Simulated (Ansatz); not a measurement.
# W (Fm-3m) in Ansatz: notebook

The runs below take W through relaxation of cell and atoms, with LDA.

All numbers are computed with Ansatz 0.2.0; they aren't measurements. Logs are shortened: lines on timing, memory, paths and dates and some standing lists are left out, and cuts for length are marked.

## Step 1: The crystal as given

Symmetry: Fm-3m, No. 225, cubic system. Conventional cell: a = 4.060 Å, b = 4.060 Å, c = 4.060 Å, α = 90.00°, β = 90.00°, γ = 90.00°. Around W (site symmetry m-3m) lie 12 W at 2.87 Å.

This isn't the form of W at room conditions, which is bcc.

## Step 2: Relaxation of cell and atoms, LDA, target pressure 2 GPa, at which the enthalpy is minimised

Contents of input.yaml:

```yaml
crystal:
  lattice:
    - [0.0, 2.03, 2.03]
    - [2.03, 0.0, 2.03]
    - [2.03, 2.03, 0.0]
  atoms:
    - { symbol: W, position: [0.0, 0.0, 0.0] }
hamiltonian:
  xc: lda
  pseudopotentials: { kind: paw }
kpoints:
  mp_grid: { grid: [11, 11, 11] }
scf:
  occupations: { method: fermi_dirac, width: 0.05 }
output:
  forces: true
  stress: true
  eigenvalues: true
relax:
  f_tol: 0.01
  max_steps: 40
  cell: { stress_tol: 0.05, p_target: 2.0 }
```

Potentials or basis: Ansatz PAW.

Run with:

```bash
$ ansatz run input.yaml --threads 2 --pin off --max-ram 5632MiB --backend cpu --events-out ev --progress --plain --runs-dir out
```

Output:

```text
Warning: RAYON_NUM_THREADS=2 ignored (pool sized by the plan → 2); use --threads N
Engine: ansatz 0.2.0, aarch64-unknown-linux-gnu
Pseudopotentials: kind: paw
Pseudopotential: W, paw, valence charge 14, recommended cutoff 420 eV (normal), W.paw.azcp
Functional definition: SPW92
  exchange = slater_x
  correlation = pw_c
Crystal: 1 atoms, lattice volume = 16.731 Å³
Basis set: ecut = 420 eV, 331 PW (Γ)
Bands: 11, of which v1, the nominal top of the filled ones, is band 7 counted from 1 (6 counted from 0)
Symmetry: 48 space group operations
Space group: Fm-3m (ITA 225), of the structure as read, at distance tolerance 2.6e-5 Å
k-points: 56 of 1331
Non-local potential: W, projectors of the file, l = 0: 3, l = 1: 2, l = 2: 2, l = 3: 1
PAW form: soft (Blöchl's): semilocal exchange-correlation on the pseudo side does not see the compensation charge
PAW frozen core: W, regenerated for the run's functional, and the local potential with it (the file was generated under x = pbe(κ = 0.804, μ = 0.2195149727645171), c = pbe(β = 0.06672455060314922))
PAW one-centre angular grid: W, 590 points (default); XC on 64 Gauss nodes
Initial density: superposition of atomic densities (neutral atoms: chi_scale 0, normalization atom), corrected by the library's trained network
Initial wavefunctions: pseudopotential atomic-orbital guess
Functional: x = slater, c = lda
SCF iter   1: F=—  HF=-10129.304295 eV  |F-HF|=—  |Δ(HF+E_count)|=         —  Δρ=6.23e-3  dr2=5.17e-3  ethr=1.77e-3  ⟨swp⟩=5.2  Hψ=3306  notcnv=0
preconditioner: auto → none  [metal: Δε(μ)=0.069 eV  Ē_g=8.295 eV  σ=0.050 eV  W_gap=0.32  n_scr=0 (ndim 8)  ℏωp=22.2 eV  f_vac=0.000  D(μ)=1.02/eV (n_scr^D=14)]
SCF iter   2: F=—  HF=-10129.302501 eV  |F-HF|=—  |Δ(HF+E_count)|=   1.79e-3  Δρ=2.55e-3  dr2=4.52e-4  ethr=3.69e-5  ⟨swp⟩=2.2  Hψ=1210  notcnv=0
SCF iter   3: F=—  HF=-10129.302471 eV  |F-HF|=—  |Δ(HF+E_count)|=   2.95e-5  Δρ=7.02e-4  dr2=2.46e-5  ethr=3.23e-6  ⟨swp⟩=1.6  Hψ=690  notcnv=0
SCF iter   4: F=—  HF=-10129.302472 eV  |F-HF|=—  |Δ(HF+E_count)|=   1.39e-6  Δρ=3.66e-5  dr2=6.31e-8  ethr=1.76e-7  ⟨swp⟩=1.0  Hψ=616  notcnv=0
iter 5 did not close the SCF: its close was put off for the readings that it lacked (scf_convergence_deferred on its scf_iter line)
SCF iter   5: F=-10129.302472 eV  HF=-10129.302472 eV  |F-HF|=7.08e-9  |Δ(HF+E_count)|=   2.82e-8  Δρ=7.47e-6  dr2=8.30e-9  ethr=4.50e-10  ⟨swp⟩=2.0  Hψ=1014  notcnv=0
SCF iter   6: F=-10129.302472 eV  HF=-10129.302472 eV  |F-HF|=8.37e-11  |Δ(HF+E_count)|=   3.82e-9  Δρ=8.65e-7  dr2=1.04e-10  ethr=5.93e-11  ⟨swp⟩=2.0  Hψ=1993  notcnv=0
SCF 1 converged in 6 iterations: F = -10129.302472 eV  dr2 = 1.04e-10
relax step   1: F+E_penalty+E_count = -10129.30247243 eV  Δ(F+E_penalty+E_count) = +0.000e0 eV  max|allowed force component| = 0.000e0 eV/Å  Δτ_max = 0.0000 Å  P = -17.660 GPa  Ω = 16.731 Å³  (6 SCF iters, dr2 threshold 1.00e-7 eV, accepted)
Crystal: 1 atoms, lattice volume = 14.401 Å³
Basis set: ecut = 420 eV, 283 PW (Γ)
Initial density: handed on by an earlier stage of this run
Initial wavefunctions: those handed on with the density
iter 1 solved again at ethr=1.70e-5 eV; its pass at ethr=3.10e-3 eV (dr2=2.37e-3 eV) is discarded
SCF iter   1: F=—  HF=-10129.236235 eV  |F-HF|=—  |Δ(HF+E_count)|=         —  Δρ=5.63e-3  dr2=2.37e-3  ethr=1.70e-5  ⟨swp⟩=1.9  Hψ=4748  notcnv=0
preconditioner: auto → none  [metal: Δε(μ)=0.056 eV  Ē_g=9.720 eV  σ=0.050 eV  W_gap=0.27  n_scr=0 (ndim 8)  ℏωp=24.0 eV  f_vac=0.000  D(μ)=1.03/eV (n_scr^D=14)]
SCF iter   2: F=—  HF=-10129.235997 eV  |F-HF|=—  |Δ(HF+E_count)|=   2.38e-4  Δρ=2.45e-3  dr2=3.53e-4  ethr=1.69e-5  ⟨swp⟩=2.6  Hψ=1043  notcnv=0
SCF iter   3: F=—  HF=-10129.236088 eV  |F-HF|=—  |Δ(HF+E_count)|=   9.07e-5  Δρ=3.55e-4  dr2=5.65e-6  ethr=2.52e-6  ⟨swp⟩=1.9  Hψ=906  notcnv=0
SCF iter   4: F=—  HF=-10129.236093 eV  |F-HF|=—  |Δ(HF+E_count)|=   4.83e-6  Δρ=5.20e-5  dr2=1.13e-7  ethr=4.04e-8  ⟨swp⟩=2.2  Hψ=922  notcnv=0
SCF iter   5: F=-10129.236093 eV  HF=-10129.236093 eV  |F-HF|=1.38e-10  |Δ(HF+E_count)|=   9.18e-8  Δρ=1.16e-6  dr2=9.01e-11  ethr=7.14e-10  ⟨swp⟩=4.9  Hψ=2470  notcnv=0
SCF 2 converged in 5 iterations: F = -10129.236093 eV  dr2 = 9.01e-11
relax step   2: F+E_penalty+E_count = -10129.23609312 eV  Δ(F+E_penalty+E_count) = +6.638e-2 eV  max|allowed force component| = 0.000e0 eV/Å  Δτ_max = 0.0000 Å  P = +32.733 GPa  Ω = 14.401 Å³  energy of the carried Pulay correction = +5.155e-4 eV  (5 SCF iters, dr2 threshold 1.00e-7 eV, rejected (line search))
Crystal: 1 atoms, lattice volume = 15.738 Å³
iter 1 solved again at ethr=9.76e-6 eV; its pass at ethr=3.10e-3 eV (dr2=1.37e-3 eV) is discarded
SCF iter   1: F=—  HF=-10129.361673 eV  |F-HF|=—  |Δ(HF+E_count)|=         —  Δρ=3.56e-3  dr2=1.32e-3  ethr=9.76e-6  ⟨swp⟩=1.5  Hψ=4617  notcnv=0
preconditioner: auto → none  [metal: Δε(μ)=0.090 eV  Ē_g=8.876 eV  σ=0.050 eV  W_gap=0.41  n_scr=0 (ndim 8)  ℏωp=22.9 eV  f_vac=0.000  D(μ)=0.97/eV (n_scr^D=14)]
SCF iter   2: F=—  HF=-10129.361412 eV  |F-HF|=—  |Δ(HF+E_count)|=   2.61e-4  Δρ=1.44e-3  dr2=1.46e-4  ethr=9.43e-6  ⟨swp⟩=2.7  Hψ=993  notcnv=0
SCF iter   3: F=—  HF=-10129.361440 eV  |F-HF|=—  |Δ(HF+E_count)|=   2.76e-5  Δρ=2.89e-4  dr2=4.26e-6  ethr=1.04e-6  ⟨swp⟩=1.8  Hψ=777  notcnv=0
SCF iter   4: F=—  HF=-10129.361441 eV  |F-HF|=—  |Δ(HF+E_count)|=   1.59e-6  Δρ=3.09e-5  dr2=4.62e-8  ethr=3.04e-8  ⟨swp⟩=2.2  Hψ=871  notcnv=0
SCF iter   5: F=—  HF=-10129.361444 eV  |F-HF|=—  |Δ(HF+E_count)|=   2.75e-6  Δρ=1.08e-6  dr2=4.83e-11  ethr=3.30e-10  ⟨swp⟩=2.1  Hψ=901  notcnv=0
SCF iter   6: F=-10129.361444 eV  HF=-10129.361444 eV  |F-HF|=5.46e-12  |Δ(HF+E_count)|=  3.64e-11  Δρ=5.06e-8  dr2=8.73e-14  ethr=1.00e-12  ⟨swp⟩=6.0  Hψ=2416  notcnv=0
SCF 3 converged in 6 iterations: F = -10129.361444 eV  dr2 = 8.73e-14
relax step   3: F+E_penalty+E_count = -10129.36144414 eV  Δ(F+E_penalty+E_count) = -5.897e-2 eV  max|allowed force component| = 0.000e0 eV/Å  Δτ_max = 0.0000 Å  P = -0.382 GPa  Ω = 15.738 Å³  energy of the carried Pulay correction = +2.107e-4 eV  (6 SCF iters, accepted)
Crystal: 1 atoms, lattice volume = 15.610 Å³
Basis set: ecut = 420 eV, 307 PW (Γ)
iter 1 solved again at ethr=1.18e-7 eV; its pass at ethr=3.10e-3 eV (dr2=1.65e-5 eV) is discarded
SCF iter   1: F=—  HF=-10129.360734 eV  |F-HF|=—  |Δ(HF+E_count)|=         —  Δρ=3.09e-4  dr2=7.60e-6  ethr=1.18e-7  ⟨swp⟩=2.2  Hψ=4231  notcnv=0
preconditioner: auto → none  [metal: Δε(μ)=0.089 eV  Ē_g=8.947 eV  σ=0.050 eV  W_gap=0.40  n_scr=0 (ndim 8)  ℏωp=23.0 eV  f_vac=0.000  D(μ)=1.00/eV (n_scr^D=14)]
SCF iter   2: F=—  HF=-10129.360733 eV  |F-HF|=—  |Δ(HF+E_count)|=   7.80e-7  Δρ=1.38e-4  dr2=1.25e-6  ethr=5.43e-8  ⟨swp⟩=2.1  Hψ=942  notcnv=0
SCF iter   3: F=-10129.360734 eV  HF=-10129.360734 eV  |F-HF|=1.27e-9  |Δ(HF+E_count)|=   2.14e-7  Δρ=1.94e-5  dr2=2.26e-8  ethr=7.14e-10  ⟨swp⟩=3.1  Hψ=2376  notcnv=0
SCF 4 converged in 3 iterations: F = -10129.360734 eV  dr2 = 2.26e-8
relax step   4: F+E_penalty+E_count = -10129.36073363 eV  Δ(F+E_penalty+E_count) = +7.105e-4 eV  max|allowed force component| = 0.000e0 eV/Å  Δτ_max = 0.0000 Å  P = +2.251 GPa  Ω = 15.610 Å³  energy of the carried Pulay correction = +2.387e-4 eV  (3 SCF iters, dr2 threshold 1.00e-7 eV, accepted)
Crystal: 1 atoms, lattice volume = 15.622 Å³
iter 1 solved again at ethr=5.34e-10 eV; its pass at ethr=3.10e-3 eV (dr2=7.48e-8 eV) is discarded
SCF iter   1: F=—  HF=-10129.360891 eV  |F-HF|=—  |Δ(HF+E_count)|=         —  Δρ=1.46e-5  dr2=2.46e-8  ethr=5.34e-10  ⟨swp⟩=2.2  Hψ=4170  notcnv=0
preconditioner: auto → none  [metal: Δε(μ)=0.089 eV  Ē_g=8.940 eV  σ=0.050 eV  W_gap=0.40  n_scr=0 (ndim 8)  ℏωp=23.0 eV  f_vac=0.000  D(μ)=1.00/eV (n_scr^D=14)]
SCF iter   2: F=-10129.360891 eV  HF=-10129.360891 eV  |F-HF|=2.02e-9  |Δ(HF+E_count)|=   8.32e-9  Δρ=6.39e-6  dr2=4.52e-9  ethr=1.75e-10  ⟨swp⟩=3.3  Hψ=1735  notcnv=0
SCF 5 converged in 2 iterations: F = -10129.360891 eV  dr2 = 4.52e-9
relax step   5: F+E_penalty+E_count = -10129.36089114 eV  Δ(F+E_penalty+E_count) = -1.575e-4 eV  max|allowed force component| = 0.000e0 eV/Å  Δτ_max = 0.0000 Å  P = +1.998 GPa  Ω = 15.622 Å³  energy of the carried Pulay correction = +2.361e-4 eV  (2 SCF iters, dr2 threshold 1.00e-7 eV, accepted)
Initial wavefunctions: pseudopotential atomic-orbital guess (no wavefunctions were taken with the density)
iter 1 solved again at ethr=3.46e-8 eV; its pass at ethr=3.10e-3 eV (dr2=4.84e-6 eV) is discarded
SCF iter   1: F=—  HF=-10129.360669 eV  |F-HF|=—  |Δ(HF+E_count)|=         —  Δρ=1.12e-4  dr2=2.63e-7  ethr=3.46e-8  ⟨swp⟩=3.0  Hψ=5057  notcnv=0
SCF iter   2: F=—  HF=-10129.360671 eV  |F-HF|=—  |Δ(HF+E_count)|=   2.03e-6  Δρ=5.45e-5  dr2=5.81e-8  ethr=1.88e-9  ⟨swp⟩=1.2  Hψ=676  notcnv=0
SCF iter   3: F=—  HF=-10129.360671 eV  |F-HF|=—  |Δ(HF+E_count)|=   9.41e-9  Δρ=2.60e-6  dr2=4.47e-10  ethr=4.15e-10  ⟨swp⟩=1.2  Hψ=685  notcnv=0
SCF iter   4: F=—  HF=-10129.360671 eV  |F-HF|=—  |Δ(HF+E_count)|=  1.13e-10  Δρ=5.98e-7  dr2=1.26e-11  ethr=3.19e-12  ⟨swp⟩=2.0  Hψ=940  notcnv=0
SCF iter   5: F=-10129.360671 eV  HF=-10129.360671 eV  |F-HF|=5.46e-12  |Δ(HF+E_count)|=  1.82e-12  Δρ=8.97e-8  dr2=2.94e-13  ethr=1.00e-12  ⟨swp⟩=5.0  Hψ=2174  notcnv=0
SCF 6 converged in 5 iterations: F = -10129.360671 eV  dr2 = 2.94e-13
relax step   6: F+E_penalty+E_count = -10129.36067138 eV  Δ(F+E_penalty+E_count) = +2.198e-4 eV  max|allowed force component| = 0.000e0 eV/Å  Δτ_max = 0.0000 Å  P = +1.994 GPa  Ω = 15.622 Å³  stress off target by 6.26e-3 GPa  SCF on the basis re-selected at this cell (its energy is not comparable with the rows above)  (5 SCF iters)
basis re-selected at this cell: Δ(F+E_penalty+E_count) = +2.198e-4 eV, ΔP = -0.004 GPa vs the last step (what re-selecting the basis moved, of the pressure what is left beyond the Pulay correction that the steps carried, after the strain that the cell walked since its last selection, with what the two solves' SCF thresholds leave and, on support functions, any second-order correction that the steps lacked; it is no measure of the basis error at this ecutwfc). This SCF's stress stands 6.26e-3 GPa from its target on what of the cell is left free (relax.cell.stress_tol is 5.00e-2 GPa) and its largest allowed force component is 0.00e0 eV/Å (relax.f_tol is 1.00e-2 eV/Å): within both
SCF converged after 5 iterations
Free energy (F): -10129.360671 eV
Harris-Foulkes:  -10129.360671 eV  (|F-HF|=5.46e-12)
Internal energy: -10129.352021 eV  (E = F + TS)
E sigma→0 (E₀):  -10129.356346 eV
Entropy (-TS):   -0.008650 eV (-8.650 meV/atom)
Fermi energy:    22.096391 eV
--- Per-component energies (eV) ---
  E_band       = -79.786595
  E_kinetic    = 451.770819
  E_local      = -596.540614  (includes V_loc(G=0)·N_el)
  E_nonlocal   = 6.797376
  E_hartree    = 213.896409
  E_xc         = -265.362384
  E_vxc        = -239.354048  (∫ρ·V_xc dr)
  E_paw        = -8309.759110  (= ΣΔE_a)
  E_vpaw       = -130.252884  (= ΣTr[D̂ρ^β])
  E_aug_tail   = -0.000071  (compensation charges beyond the density's cutoff)
  E_ewald      = -1630.437600
  E_core_change = 0.283153  (= ΣΔE_core)
  E_smearing   = -0.008650  (= −TS)
  E_closure    = -0.000000  (closes the sum)
  Σ components = -10129.360671   (vs F -10129.360671, Δ=0.00e0)
--- Forces (eV/Å), atoms counted from 1 ---
  atom   1  W      0.00000000     0.00000000    -0.00000000
  max |Σ_I F_I| component: 8.22e-32 eV/Å
--- Stress (GPa, compression-positive) ---
        1.993745      -0.000000      -0.000000
       -0.000000       1.993745      -0.000000
       -0.000000      -0.000000       1.993745
  P = ⅓ Tr σ = 1.9937 GPa (19.937 kbar)
--- Band table (eV; the first three rows and the last of 56) ---
  k-point 0: bands = ["-51.3542", "-14.9313", "-14.9313", "-14.9313", "12.9636", "21.4977", "21.4977", "21.4977", "24.8100", "24.8100", "35.1352"]
  k-point 1: bands = ["-51.3437", "-15.0475", "-14.9460", "-14.9460", "13.3457", "21.2197", "21.6716", "21.6716", "24.6552", "24.6552", "35.8751"]
  k-point 2: bands = ["-51.3153", "-15.3514", "-14.9850", "-14.9850", "14.3613", "20.6877", "21.9753", "21.9753", "24.5318", "24.5318", "36.5777"]
  k-point 55: bands = ["-51.1771", "-15.8662", "-15.7934", "-15.4116", "18.2065", "19.5459", "20.5496", "23.6296", "27.9714", "31.8428", "33.5833"]
--- Relaxed structure (5 steps of the walk, 4 accepted, 1 SCFs on fresh bases) ---
  F+E_penalty+E_count = -10129.36067138 eV   max|allowed force component| = 0.000e0 eV/Å   (the final SCF, on the basis selected at the relaxed cell)
  cell:  # Å, volume = 15.6221 Å³
    - [1.12018569535689e-33, 1.9841293114345178, 1.9841293114345178]
    - [1.9841293114345178, -1.7594956551092578e-34, 1.9841293114345178]
    - [1.9841293114345178, 1.9841293114345178, -3.7896829494660945e-34]
  atoms:
    - { symbol: W, position: [0.0, 0.0, 0.0] }
```

It took 2.2 s on 2 threads of Arm Neoverse V2, shared host; peak memory 0.26 GiB.

What came out:

```yaml
Free_energy: -10129.3607 eV
Relaxed_volume: 15.62 Å³/atom
Relaxed_cell: a = 2.806 Å, b = 2.806 Å, c = 2.806 Å, α = 60.00°, β = 60.00°, γ = 60.00°
Space_group_after_relaxing_to_0.05_Å: Fm-3m (No. 225)
Energy_change_on_relaxing_the_enthalpy_is_what_falls: -58.2 meV/atom
Ionic_steps: 5
Pressure_after_relaxing: 2.0 GPa
Band_gap_on_the_k_mesh: none (metal or under the smearing width)
```

Step by step:
| step | energy change (eV) | largest force (eV/Å) | volume (Å³) |
| --- | --- | --- | --- |
| 1 | 0.0000 | 0.0000 | 16.73 |
| 2 | -0.0590 | 0.0000 | 15.74 |
| 3 | -0.0583 | 0.0000 | 15.61 |
| 4 | -0.0584 | 0.0000 | 15.62 |
| 5 | -0.0582 | 0.0000 | 15.62 |

Final structure:
```
W
1.0
     0.00000    1.98413    1.98413
     1.98413    0.00000    1.98413
     1.98413    1.98413    0.00000
W
1
Cartesian
  0.0000 0.0000 0.0000
```

Caveat: the plane-wave basis is chosen anew once the cell has moved, so the energies of steps on either side of that aren't comparable; the PAW data sets come from PBE, with cores solved anew for the run's functional, which leaves a small shift of forces and pressure. LDA usually gives volumes a few per cent too small.

## Step 3: Relaxation of cell and atoms, LDA, target pressure 5 GPa, at which the enthalpy is minimised

Changes to input.yaml since step 2:

```diff
@@ -21,2 +21,2 @@
   max_steps: 40
-  cell: { stress_tol: 0.05, p_target: 2.0 }
+  cell: { stress_tol: 0.05, p_target: 5.0 }
```

Potentials or basis: Ansatz PAW.

Run with:

```bash
$ ansatz run input.yaml --threads 2 --pin off --max-ram 5632MiB --backend cpu --events-out ev --progress --plain --runs-dir out
```

It took 2.2 s on 2 threads of Arm Neoverse V2, shared host; peak memory 0.27 GiB.

The run converged. Its results:

```yaml
Free_energy: -10129.3576 eV
Relaxed_volume: 15.48 Å³/atom
Relaxed_cell: a = 2.798 Å, b = 2.798 Å, c = 2.798 Å, α = 60.00°, β = 60.00°, γ = 60.00°
Space_group_after_relaxing_to_0.05_Å: Fm-3m (No. 225)
Energy_change_on_relaxing_the_enthalpy_is_what_falls: -55.1 meV/atom
Ionic_steps: 6
Pressure_after_relaxing: 5.0 GPa
Band_gap_on_the_k_mesh: none (metal or under the smearing width)
```

The path:
| step | energy change (eV) | largest force (eV/Å) | volume (Å³) |
| --- | --- | --- | --- |
| 1 | 0.0000 | 0.0000 | 16.73 |
| 2 | 0.0664 | 0.0000 | 14.40 |
| 3 | -0.0581 | 0.0000 | 15.60 |
| 4 | -0.0553 | 0.0000 | 15.48 |
| 5 | -0.0554 | 0.0000 | 15.48 |
| 6 | -0.0551 | 0.0000 | 15.48 |

Final structure:
```yaml
crystal:
  lattice:
    - [0.00000, 1.97816, 1.97816]
    - [1.97816, 0.00000, 1.97816]
    - [1.97816, 1.97816, 0.00000]
  atoms:
    - { symbol: W, position: [0.00000, 0.00000, 0.00000] }
```

Levels at points of the mesh, in eV from the Fermi level:
```
           k point  band 5  band 6  band 7  band 8  band 9  band 10
(0.00, 0.00, 0.00)   -9.18   -0.61   -0.61   -0.61    2.75     2.75
```

Caveat: the plane-wave basis is chosen anew once the cell has moved, so the energies of steps on either side of that aren't comparable; the PAW data sets come from PBE, with cores solved anew for the run's functional, which leaves a small shift of forces and pressure.
